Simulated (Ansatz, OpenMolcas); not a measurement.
Heat of formation of CHF3 (trifluoromethane) from total energies

CHF3 has 5 atoms, charge 0, and is taken as a singlet. SMILES: `FC(F)F`. Geometry: relaxed at PBE0-D4/def2-TZVP.

Total energies at BHLYP/def2-SVPD (OpenMolcas 26.06); the atoms run unrestricted:

```
species    state  energy (Eh)
   CHF3  singlet  -337.868089
      F  doublet   -99.625998
      C  triplet   -37.802760
      H  doublet    -0.497840
```

Harmonic wavenumbers at PBE0-D4/def2-TZVP, in cm⁻¹: 510, 510, 708, 1159, 1180, 1180, 1397, 1397, 3131.

Measured heats of formation of the gaseous atoms at 298.15 K, in kJ/mol: F 79.4, C 716.9, H 218.0. Spin-orbit lowering of the atoms at 298 K (mean of the ground term's levels less their thermal mean, from spectra), in kJ/mol: F 1.29, C 0.02. Take 1 Eh = 2625.50 kJ/mol, 1 cm⁻¹ = 0.0119627 kJ/mol, RT = 2.479 kJ/mol.

Q: What heat of formation follows?

A: 
1. Electronic atomisation energy: 3 × (-99.625998) + (-37.802760) + (-0.497840) − (-337.868089) = 0.689495 Eh = 1810.3 kJ/mol.
2. Zero-point energy: half the sum of the wavenumbers, 5586 cm⁻¹ = 66.8 kJ/mol.
3. Thermal vibrational enthalpy, Σ hcν̃/(exp(hcν̃/kT) − 1): 1.6 kJ/mol. Translation, rotation and pV of a non-linear molecule: 4 RT = 9.9 kJ/mol.
4. The 5 free atoms carry 5/2 RT each: 31.0 kJ/mol.
5. Spin-orbit coupling lowers the free atoms by 3 × 1.29 + 0.02 = 3.9 kJ/mol.
6. Atomisation enthalpy at 298 K: 1810.3 − 3.9 − 66.8 − 1.6 − 9.9 + 31.0 = 1759.1 kJ/mol.
7. Sum of the atoms' heats of formation: 1173.1 kJ/mol. Heat of formation: 1173.1 − 1759.1 = -586.0 kJ/mol.

The tabulated value is -695.9 kJ/mol (Active Thermochemical Tables), so this level is off by +109.9 kJ/mol, or 5.9 % of the atomisation enthalpy. Hybrids with much exact exchange underbind. Anharmonicity and any spin-orbit splitting of the molecule are left out.
